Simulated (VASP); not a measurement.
Write the native input for VASP 6.6.1 that does the following.

- Task: single point
- Functional: r2SCAN
- Dispersion: D3(BJ)
- Potentials or basis: VASP PAW PBE potentials, release 64 (O, H, Li_sv)
- Cutoff: 520 eV
- k mesh: 1 × 1 × 1
- Occupations: fermi-dirac, width 0.02 eV
- Spin: no spin polarisation
- Dipole correction: no
- Further INCAR settings: LREAL = Auto; ALGO = Normal; EDIFF = 1e-07; NBANDS = 56

LiH17O9:

```
O H Li
1.0
     6.57314    0.00000    0.00000
     0.00000    6.57314    0.00000
     0.00000    0.00000    6.57314
O H Li
9 17 1
Direct
  0.35551 0.93353 0.15215
  0.86300 0.42678 0.66645
  0.90801 0.60032 0.26913
  0.40332 0.28963 0.52124
  0.54575 0.49051 0.91376
  0.24043 0.71400 0.49466
  0.03038 0.10140 0.47172
  0.63594 0.89694 0.54017
  0.94113 0.95393 0.13863
  0.21454 0.93548 0.10303
  0.40306 0.06992 0.13610
  0.83050 0.50090 0.54537
  0.92578 0.30059 0.62301
  0.90643 0.74582 0.20459
  0.96210 0.49384 0.18217
  0.26744 0.23267 0.48828
  0.47680 0.16324 0.54574
  0.56445 0.56742 0.03280
  0.68497 0.44572 0.87236
  0.31268 0.78693 0.38607
  0.12693 0.65547 0.40938
  0.09730 0.98024 0.53262
  0.98741 0.07167 0.32882
  0.67475 0.89180 0.40159
  0.76908 0.93706 0.59456
  0.81975 0.97633 0.06103
  0.40405 0.54595 0.66131
```

The cell was built by a generator and needn't be a form met in nature.

These files were run (other wordings do the same):

POSCAR

```
LiH17O9
1.0
    6.5731380000      0.0000000000      0.0000000000
    0.0000000000      6.5731380000      0.0000000000
    0.0000000000      0.0000000000      6.5731380000
O H Li
9 17 1
Direct
    0.3555075217     -0.0664674924      0.1521495517
    0.8629972473      0.4267824592      0.6664548957
    0.9080137980      0.6003220988      0.2691256444
    0.4033233442      0.2896333532      0.5212426698
    0.5457515117      0.4905115335     -0.0862449564
    0.2404331082      0.7139968764      0.4946648009
    1.0303754462      0.1013975365      0.4717229427
    0.6359367474      0.8969384181      0.5401681815
    0.9411334434     -0.0460662776      1.1386342414
    0.2145398438     -0.0645201729      0.1030253739
    0.4030647158      0.0699209419      0.1360993790
    0.8305013526      0.5009023088      0.5453711758
    0.9257830887      0.3005870256      0.6230053287
    0.9064316009      0.7458233799      0.2045902581
    0.9620975552      0.4938432755      0.1821656566
    0.2674369532      0.2326742570      0.4882751587
    0.4768042296      0.1632401450      0.5457362982
    0.5644488219      0.5674154415      0.0328001633
    0.6849696446      0.4457231843     -0.1276407098
    0.3126817055      0.7869300781      0.3860713102
    0.1269256784      0.6554707964      0.4093782909
    1.0972993417     -0.0197622505      0.5326223183
    0.9874127091      0.0716704868      0.3288231587
    0.6747462171      0.8917962775      0.4015890127
    0.7690847203      0.9370562432      0.5945562074
    0.8197454549     -0.0236721030      1.0610305154
    0.4040535890      0.5459492863      0.6613127550
```

INCAR.step1

```
ALGO     = Normal         # electronic algorithm
EDIFF    = 1E-4           # SCF threshold, eV
ENCUT    = 520            # plane-wave cutoff, eV
GGA      = PE             # functional
ISMEAR   = -1             # smearing method
LASPH    = True           # aspherical terms in the spheres
LCHARG   = False          # write CHGCAR
LREAL    = Auto         
LWAVE    = True           # write WAVECAR
NBANDS   = 56             # bands
NELM     = 60             # most SCF steps
PREC     = Accurate       # precision mode
SIGMA    = 0.02           # smearing width, eV
```

INCAR.step2

```
ALGO     = Normal         # electronic algorithm
EDIFF    = 1E-7           # SCF threshold, eV
ENCUT    = 520            # plane-wave cutoff, eV
ISIF     = 2              # what is computed and relaxed
ISMEAR   = -1             # smearing method
ISTART   = 1            
IVDW     = 12             # dispersion correction
LASPH    = True           # aspherical terms in the spheres
LCHARG   = False          # write CHGCAR
LMIXTAU  = True         
LREAL    = Auto         
LWAVE    = False          # write WAVECAR
METAGGA  = R2SCAN         # meta-GGA
NBANDS   = 56             # bands
NELM     = 60             # most SCF steps
PREC     = Accurate       # precision mode
SIGMA    = 0.02           # smearing width, eV
VDW_A1   = 0.49484001   
VDW_A2   = 5.73083694   
VDW_S6   = 1.0          
VDW_S8   = 0.78981345
```

KPOINTS

```
k-points
0
Gamma
  1 1 1
```

Potentials or basis: VASP PAW PBE potentials, release 64 (O, H, Li_sv).

The run is started by

```bash
$ cat potpaw_PBE.64/O/POTCAR potpaw_PBE.64/H/POTCAR potpaw_PBE.64/Li_sv/POTCAR > POTCAR
$ cp INCAR.step1 INCAR
$ mpirun -np 1 vasp_gam > vasp.out
$ cp INCAR.step2 INCAR
$ mpirun -np 1 vasp_gam > vasp.out
```

It gave:

| Item | Value |
| --- | --- |
| Largest force | 2.181 eV/Å |
| Band gap on the k mesh | 4.52 eV, direct |
| Dispersion energy per atom | -0.018 eV |

Caveat: the PAW data sets were made with another functional, which shifts forces and pressure a little.

Run time: 2.2 min on 1 thread of AMD EPYC 9R14 (Zen 4), with other jobs on the host, peak memory 0.33 GiB.
